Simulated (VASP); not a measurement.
# Ni (Fm-3m) in VASP: a series of runs, part 2 of 2

VASP 6.6.1. Earlier steps stand in the parts before.

## (4) Single point, PBEsol, collinear spin, ferromagnetic start

INCAR reads:

```
ALGO = Normal
EDIFF = 1E-7
ENCUT = 520
GGA = PS
ISIF = 2
ISMEAR = -1
ISPIN = 2
LASPH = T
LCHARG = F
LMAXMIX = 4
LORBIT = 11
LREAL = F
LWAVE = F
MAGMOM = 0.8
NBANDS = 15
NELM = 120
PREC = Accurate
SIGMA = 0.03
```

KPOINTS reads:

```
k-points
0
Gamma
  31 31 31
```

POSCAR reads:

```
Ni
1.0
    0.0000000000      1.7600000000      1.7600000000
    1.7600000000      0.0000000000      1.7600000000
    1.7600000000      1.7600000000      0.0000000000
Ni
1
Direct
    0.0000000000      0.0000000000      0.0000000000
```

Potentials or basis: VASP PAW PBE potentials, release 64 (Ni).

Command:

```console
cat potpaw_PBE.64/Ni/POTCAR > POTCAR
mpirun -np 1 vasp_std > vasp.out
```

OUTCAR:

```text
EDIFF = 1E-7
   ENCUT = 520
   GGA = PS
   ISIF = 2
   ISMEAR = -1
   ISPIN = 2
   LASPH = T
   LORBIT = 11
   LREAL = F
   NELM = 120
   PREC = Accurate

 ion  position               nearest neighbor table
   1  0.000  0.000  0.000-

  LATTYP: Found a face centered cubic cell.
 ALAT       =     3.5200000000

  Lattice vectors:

 A1 = (   0.0000000000,   1.7600000000,   1.7600000000)
 A2 = (   1.7600000000,   0.0000000000,   1.7600000000)
 A3 = (   1.7600000000,   1.7600000000,   0.0000000000)

Analysis of symmetry for initial positions (statically):
=====================================================================
 Subroutine PRICEL returns:
 Original cell was already a primitive cell.

 Routine SETGRP: Setting up the symmetry group for a
 face centered cubic supercell.

 Subroutine GETGRP returns: Found 48 space group operations
 (whereof 48 operations were pure point group operations)
 out of a pool of 48 trial point group operations.

The static configuration has the point symmetry O_h .

Analysis of symmetry for dynamics (positions and initial velocities):
=====================================================================
 Subroutine PRICEL returns:
 Original cell was already a primitive cell.

 Routine SETGRP: Setting up the symmetry group for a
 face centered cubic supercell.

 Subroutine GETGRP returns: Found 48 space group operations
 (whereof 48 operations were pure point group operations)
 out of a pool of 48 trial point group operations.

The dynamic configuration has the point symmetry O_h .

Analysis of structural, dynamic, and magnetic symmetry:
=====================================================================
 Subroutine PRICEL returns:
 Original cell was already a primitive cell.

 Routine SETGRP: Setting up the symmetry group for a
 face centered cubic supercell.

 Subroutine GETGRP returns: Found 48 space group operations
 (whereof 48 operations were pure point group operations)
 out of a pool of 48 trial point group operations.

The overall configuration has the point symmetry O_h .

 Subroutine INISYM returns: Found 48 space group operations
 (whereof 48 operations are pure point group operations),
 and found     1 'primitive' translations

----------------------------------------------------------------------------------------

                                     Primitive cell

  volume of cell :      10.9036

  direct lattice vectors                    reciprocal lattice vectors
     0.000000000  1.760000000  1.760000000    -0.284090909  0.284090909  0.284090909
     1.760000000  0.000000000  1.760000000     0.284090909 -0.284090909  0.284090909
     1.760000000  1.760000000  0.000000000     0.284090909  0.284090909 -0.284090909

  length of vectors
     2.489015870  2.489015870  2.489015870     0.492059889  0.492059889  0.492059889

  position of ions in fractional coordinates (direct lattice)
     0.000000000  0.000000000  0.000000000

  ion indices of the primitive-cell ions
   primitive index   ion index
                 1           1

----------------------------------------------------------------------------------------

 KPOINTS: k-points

Automatic generation of k-mesh.
 Grid dimensions read from file:
 generate k-points for:   31   31   31

 Generating k-lattice:

[... 58 lines left out ...]
   LASPH  =      T    aspherical Exc in radial PAW
   ENCUT  =  520.0 eV  38.22 Ry    6.18 a.u.   4.63  4.63  4.63*2*pi/ulx,y,z
   NELM   =    120;   NELMIN=  2; NELMDL= -5     # of ELM steps
   EDIFF  = 0.1E-06   stopping-criterion for ELM
   LREAL  =      F    real-space projection
[... 7 lines left out ...]
   TEBEG  =    0.0;   TEEND  =   0.0 temperature during run
   PSTRESS=    0.0 pullay stress
   NELECT =      10.0000    total number of electrons
   NUPDOWN=      -1.0000    fix difference up-down
   EMIN   =  10.00;   EMAX   =-10.00  energy-range for DOS
   EFERMI =   0.00;   METHOD = LEGACY
   ISMEAR =    -1;   SIGMA  =   0.03  broadening in eV -4-tet -1-fermi 0-gaus
   EFERMI_NEDOS =   21; number of points for ismear=-14 and -15
   IALGO  =     38    algorithm
   IMIX   =      4    mixing-type and parameters
     AMIX     =   0.40;   BMIX     =  1.00
     AMIX_MAG =   1.60;   BMIX_MAG =  1.00
  volume/ion in A,a.u.               =      10.90        73.58
  Fermi-wavevector in a.u.,A,eV,Ry     =   1.590568  3.005737 34.421456  2.529906
  Thomas-Fermi vector in A             =   2.689243
   LORBIT       =     11    0 simple, 1 ext, 2 COOP (PROOUT), +10 PAW based schemes
   GGA     = PS    functional components
   LHFCALC =     F    Hartree Fock is set to
   AEXX    =    0.0000 exact exchange contribution
   IVDW    =     0    specifies the selected vdW correction
   LEPSILON=     F    determine dielectric tensor
   LRPA    =     F    only Hartree local field effects (RPA)
 spin polarized calculation
  energy-cutoff  :      520.00
  volume of cell :       10.90
 maximum number of plane-waves:       306
   NGX =  9   NGY =  9   NGZ =  9

 number of electron      10.0000009 magnetization       0.6367848

 Free energy of the ion-electron system (eV)
  ---------------------------------------------------
  ext. energy  EPLUGINS =         0.00000000
  ---------------------------------------------------
  free energy    TOTEN  =        -6.12044469 eV

  energy without entropy =       -6.11503585  energy(sigma->0) =       -6.11774027

 E-fermi :   9.1629     XC(G=0): -13.4223

 val. band max:        9.1628315091   @ k =   0.3548   0.1613   0.0323
 cond. band min:       9.1638545184   @ k =   0.3871   0.0645   0.0000
 fundamental gap:      0.0010230093
 Fermi energy:         9.1629153986

 spin component 1

 k-point     1 :       0.0000    0.0000    0.0000
  band No.  band energies     occupation
      1       0.1140      1.00000
      2       6.7269      1.00000
      3       6.7269      1.00000
      4       6.7269      1.00000
      5       7.8966      1.00000
      6       7.8966      1.00000
      7      32.8373      0.00000
      8      36.6581      0.00000
      9      36.6581      0.00000
     10      36.6581      0.00000
     11      39.5650      0.00000
     12      39.5650      0.00000
     13      39.5650      0.00000
     14      42.6043      0.00000
[... 403 lines left out ...]
      4       6.9675      1.00000
      5       7.8920      1.00000
      6       8.0345      1.00000
      7      23.6766      0.00000
      8      32.6391      0.00000
      9      33.4112      0.00000
     10      35.8965      0.00000
     11      38.7464      0.00000
     12      41.0206      0.00000
     13      41.6610      0.00000
     14      45.4266      0.00000
     15      47.5580      0.00000

 [... further k-points ...]

 spin component 2

 k-point     1 :       0.0000    0.0000    0.0000
  band No.  band energies     occupation
      1       0.1009      1.00000
      2       7.4631      1.00000
      3       7.4631      1.00000
      4       7.4631      1.00000
      5       8.5164      1.00000
      6       8.5164      1.00000
      7      32.7203      0.00000
      8      36.6594      0.00000
      9      36.6594      0.00000
     10      36.6594      0.00000
     11      39.6843      0.00000
     12      39.6843      0.00000
     13      39.6843      0.00000
     14      42.5115      0.00000
[... 403 lines left out ...]
      4       7.6643      1.00000
      5       8.5604      1.00000
      6       8.7073      1.00000
      7      23.8308      0.00000
      8      32.5745      0.00000
      9      33.5135      0.00000
     10      35.9806      0.00000
     11      38.7736      0.00000
     12      41.0469      0.00000
     13      41.6779      0.00000
     14      45.5453      0.00000
     15      47.6793      0.00000

 [... further k-points ...]
[... 5 lines left out ...]
  --------------------------------------------------------------------------------------
  -------------------------------------------------------------------------------------
  Total       -0.6740759     -0.6740759     -0.6740759      0.0000000      0.0000000     -0.0000000
  in kB      -99.0492895    -99.0492895    -99.0492895      0.0000000      0.0000000     -0.0000000
  external PRESSURE =     -99.0492895 kB  Pullay stress =       0.0000000 kB

 VOLUME and BASIS-vectors are now :
 -----------------------------------------------------------------------------
  energy-cutoff  :      520.00
  volume of cell :       10.90
      direct lattice vectors                 reciprocal lattice vectors
     0.000000000  1.760000000  1.760000000    -0.284090909  0.284090909  0.284090909
     1.760000000  0.000000000  1.760000000     0.284090909 -0.284090909  0.284090909
     1.760000000  1.760000000  0.000000000     0.284090909  0.284090909 -0.284090909

 POSITION                                       TOTAL-FORCE (eV/Angst)
 -----------------------------------------------------------------------------------
      0.00000      0.00000      0.00000         0.000000      0.000000      0.000000
 -----------------------------------------------------------------------------------
    total drift:                                0.000000      0.000000      0.000000

  FREE ENERGIE OF THE ION-ELECTRON SYSTEM (eV)
  ---------------------------------------------------
  free  energy   TOTEN  =        -6.1204446911 eV

  energy  without entropy=       -6.1150358462  energy(sigma->0) =       -6.11774027

 total charge

# of ion       s       p       d       tot
------------------------------------------
    1        0.500   0.501   8.308   9.309

 magnetization (x)

# of ion       s       p       d       tot
------------------------------------------
    1       -0.006  -0.024   0.677   0.647
```

stdout:

```text
POSCAR found type information on POSCAR Ni
 POSCAR found :  1 types and       1 ions
 scaLAPACK will be used
 -----------------------------------------------------------------------------
|                                                                             |
|                                                                             |
|     You enforced a specific xc type in the INCAR file but a different       |
|     I HOPE YOU KNOW WHAT YOU ARE DOING!                                     |
|                                                                             |
 -----------------------------------------------------------------------------

 LDA part: xc-table for (Slater+PW92), standard interpolation
 POSCAR, INCAR and KPOINTS ok, starting setup
 FFT: planning ... GRIDC
 FFT: planning ... GRID_SOFT
 FFT: planning ... GRID
 WAVECAR not read
 entering main loop
```

Wall time 5.9 min (1 thread of Intel Xeon Platinum 8259CL at 2.50GHz (Skylake/Cascade Lake), shared host); peak memory 0.3 GiB.

Results:

```
Free energy                                           : -6.1204 eV
Pressure                                              : -9.9 GPa
Band gap on the k mesh                                : none (metal or under the smearing width)
Net moment                                            : 0.64 μB per cell
Site moments                                          : Ni +0.65 μB
Valence electrons inside the program's atomic spheres : Ni 9.31
```

Levels at points of the mesh, in eV from the Fermi level:
Spin up:
```tsv
k point	band 1	band 2	band 3	band 4	band 5	band 6	band 7	band 8	band 9	band 10
(0.00, 0.00, 0.00)	-9.05	-2.44	-2.44	-2.44	-1.27	-1.27	23.67	27.50	27.50	27.50
```
Spin down:
```
           k point  band 2  band 3  band 4  band 5  band 6  band 7  band 8  band 9
(0.00, 0.00, 0.00)   -1.70   -1.70   -1.70   -0.65   -0.65   23.56   27.50   27.50
```

Caveat: the PAW data sets were made with another functional, which shifts forces and pressure a little.

## (5) Single point, PBEsol, collinear spin, ferromagnetic start

Edit INCAR of step 4 so:

```diff
@@ -5,3 +5,3 @@
 ISIF = 2
-ISMEAR = -1
+ISMEAR = 0
 ISPIN = 2
@@ -17,2 +17,2 @@
 PREC = Accurate
-SIGMA = 0.03
+SIGMA = 0.5
```

KPOINTS is that of step 4.

POSCAR is that of step 4.

Potentials or basis: VASP PAW PBE potentials, release 64 (Ni).

Command:

```console
cat potpaw_PBE.64/Ni/POTCAR > POTCAR
mpirun -np 1 vasp_std > vasp.out
```

OUTCAR:

```text
EDIFF = 1E-7
   ENCUT = 520
   GGA = PS
   ISIF = 2
   ISMEAR = 0
   ISPIN = 2
   LASPH = T
   LORBIT = 11
   LREAL = F
   NELM = 120
   PREC = Accurate

 ion  position               nearest neighbor table
   1  0.000  0.000  0.000-

  LATTYP: Found a face centered cubic cell.
 ALAT       =     3.5200000000

  Lattice vectors:

 A1 = (   0.0000000000,   1.7600000000,   1.7600000000)
 A2 = (   1.7600000000,   0.0000000000,   1.7600000000)
 A3 = (   1.7600000000,   1.7600000000,   0.0000000000)

Analysis of symmetry for initial positions (statically):
=====================================================================
 Subroutine PRICEL returns:
 Original cell was already a primitive cell.

 Routine SETGRP: Setting up the symmetry group for a
 face centered cubic supercell.

 Subroutine GETGRP returns: Found 48 space group operations
 (whereof 48 operations were pure point group operations)
 out of a pool of 48 trial point group operations.

The static configuration has the point symmetry O_h .

Analysis of symmetry for dynamics (positions and initial velocities):
=====================================================================
 Subroutine PRICEL returns:
[... 623 lines left out ...]
      7      32.7415      0.00000
      8      36.6641      0.00000
      9      36.6641      0.00000
     10      36.6641      0.00000
     11      39.6726      0.00000
     12      39.6726      0.00000
     13      39.6726      0.00000
     14      42.5152      0.00000
[... 403 lines left out ...]
      4       7.5773      0.99999
      5       8.4831      0.96539
      6       8.6303      0.91930
      7      23.8129      0.00000
      8      32.5846      0.00000
      9      33.5044      0.00000
     10      35.9737      0.00000
     11      38.7738      0.00000
     12      41.0470      0.00000
     13      41.6778      0.00000
     14      45.5351      0.00000
     15      47.6693      0.00000

 [... further k-points ...]
[... 5 lines left out ...]
  --------------------------------------------------------------------------------------
  -------------------------------------------------------------------------------------
  Total       -0.6033011     -0.6033011     -0.6033011      0.0000000      0.0000000     -0.0000000
  in kB      -88.6495864    -88.6495864    -88.6495864      0.0000000      0.0000000     -0.0000000
  external PRESSURE =     -88.6495864 kB  Pullay stress =       0.0000000 kB

 VOLUME and BASIS-vectors are now :
 -----------------------------------------------------------------------------
  energy-cutoff  :      520.00
  volume of cell :       10.90
      direct lattice vectors                 reciprocal lattice vectors
     0.000000000  1.760000000  1.760000000    -0.284090909  0.284090909  0.284090909
     1.760000000  0.000000000  1.760000000     0.284090909 -0.284090909  0.284090909
     1.760000000  1.760000000  0.000000000     0.284090909  0.284090909 -0.284090909

 POSITION                                       TOTAL-FORCE (eV/Angst)
 -----------------------------------------------------------------------------------
      0.00000      0.00000      0.00000         0.000000      0.000000      0.000000
 -----------------------------------------------------------------------------------
    total drift:                                0.000000     -0.000000      0.000000

  FREE ENERGIE OF THE ION-ELECTRON SYSTEM (eV)
  ---------------------------------------------------
  free  energy   TOTEN  =        -6.2238402673 eV

  energy  without entropy=       -6.0115873661  energy(sigma->0) =       -6.11771382

 total charge

# of ion       s       p       d       tot
------------------------------------------
    1        0.499   0.500   8.310   9.310

 magnetization (x)

# of ion       s       p       d       tot
------------------------------------------
    1       -0.004  -0.016   0.488   0.467
```

OSZICAR:

```text
N       E                     dE             d eps       ncg     rms          rms(c)
DAV:   1     0.321711604679E+02    0.32171E+02   -0.42244E+03 51895   0.857E+02
DAV:   2    -0.600125804079E+01   -0.38172E+02   -0.35355E+02 55659   0.162E+02
DAV:   3    -0.743518877770E+01   -0.14339E+01   -0.14213E+01 59719   0.308E+01
DAV:   4    -0.744396177561E+01   -0.87730E-02   -0.87713E-02 59978   0.230E+00
DAV:   5    -0.744407083381E+01   -0.10906E-03   -0.10906E-03 60858   0.230E-01    0.106E+01
DAV:   6    -0.663795874407E+01    0.80611E+00   -0.15889E+01 71024   0.439E+01    0.621E+00
DAV:   7    -0.624305555972E+01    0.39490E+00   -0.28356E+00 65822   0.165E+01    0.177E+00
DAV:   8    -0.622686525818E+01    0.16190E-01   -0.29752E-02 61175   0.114E+00    0.819E-01
DAV:   9    -0.622455233786E+01    0.23129E-02   -0.12464E-03 81390   0.192E-01    0.256E-01
DAV:  10    -0.622383345520E+01    0.71888E-03   -0.70438E-04 83260   0.125E-01    0.480E-02
DAV:  11    -0.622383906590E+01   -0.56107E-05   -0.25265E-05 66981   0.422E-02    0.225E-02
DAV:  12    -0.622384033348E+01   -0.12676E-05   -0.15177E-06 71471   0.790E-03    0.716E-03
DAV:  13    -0.622384026734E+01    0.66137E-07   -0.10590E-07 51999   0.335E-03
   1 F= -.62238403E+01 E0= -.61177138E+01  d E =-.212253E+00  mag=     0.4608
```

Wall time 5 min (1 thread of Intel Xeon Platinum 8259CL at 2.50GHz (Skylake/Cascade Lake), shared host); peak memory 0.3 GiB.

What came out:

```yaml
Free_energy: -6.2238 eV
Pressure: -8.9 GPa
Band_gap_on_the_k_mesh: none (metal or under the smearing width)
Net_moment: 0.46 μB per cell
Site_moments: Ni +0.47 μB
Valence_electrons_inside_the_program's_atomic_spheres: Ni 9.31
```

Caveat: the PAW data sets were made with another functional, which shifts forces and pressure a little.

## (6) Single point, PBEsol, collinear spin, ferromagnetic start

INCAR reads:

```
ALGO = Normal
EDIFF = 1E-7
ENCUT = 500
GGA = PS
ISIF = 2
ISMEAR = 1
ISPIN = 2
LASPH = T
LCHARG = F
LMAXMIX = 4
LORBIT = 11
LREAL = F
LWAVE = F
MAGMOM = 0.8
NBANDS = 15
NELM = 120
PREC = Accurate
SIGMA = 0.1
```

KPOINTS is that of step 5.

POSCAR is that of step 5.

Potentials or basis: VASP PAW PBE potentials, release 64 (Ni).

Command:

```console
cat potpaw_PBE.64/Ni/POTCAR > POTCAR
mpirun -np 1 vasp_std > vasp.out
```

It took 5 min on 1 thread of Intel Xeon Platinum 8259CL at 2.50GHz (Skylake/Cascade Lake), shared host; peak memory 0.29 GiB.

The run converged. Its results:

```
Free energy                                           : -6.1177 eV
Pressure                                              : -9.9 GPa
Band gap on the k mesh                                : none (metal or under the smearing width)
Net moment                                            : 0.64 μB per cell
Site moments                                          : Ni +0.65 μB
Valence electrons inside the program's atomic spheres : Ni 9.31
```

Levels at points of the mesh, in eV from the Fermi level:
Spin up:
```tsv
k point	band 2	band 3	band 4	band 5	band 6	band 7	band 8	band 9
(0.00, 0.00, 0.00)	-2.44	-2.44	-2.44	-1.27	-1.27	23.67	27.49	27.49
```
Spin down:
```tsv
k point	band 3	band 4	band 5	band 6	band 7	band 8
(0.00, 0.00, 0.00)	-1.70	-1.70	-0.65	-0.65	23.55	27.49
```

Caveat: the PAW data sets were made with another functional, which shifts forces and pressure a little.

## (7) Summary

```csv
cutoff (eV),smearing,gap on the mesh (eV),pressure (GPa),moment (μB)
300,methfessel-paxton 0.1 eV,none,-,0.64
700,methfessel-paxton 0.1 eV,none,-10.0,0.64
520,fermi-dirac 0.03 eV,none,-9.9,0.64
520,gaussian 0.5 eV,none,-8.9,0.46
500,methfessel-paxton 0.1 eV,none,-9.9,0.64
```

Alike in all rows: task single point; level PBEsol; potentials or basis VASP PAW PBE potentials, release 64 (Ni); spin collinear, ferromagnetic start; cell as given; k mesh 31 × 31 × 31.

Every run on the cell as given and a fine mesh finds a metal.

Caveats: the PAW data sets were made with another functional, which shifts forces and pressure a little; the cutoff is under 1.25 times the usual one of these potentials, so pressure, stress and relaxed cells hold a basis-set (Pulay) error (some runs).

Absolute energies hang on the potentials; compare differences alone.
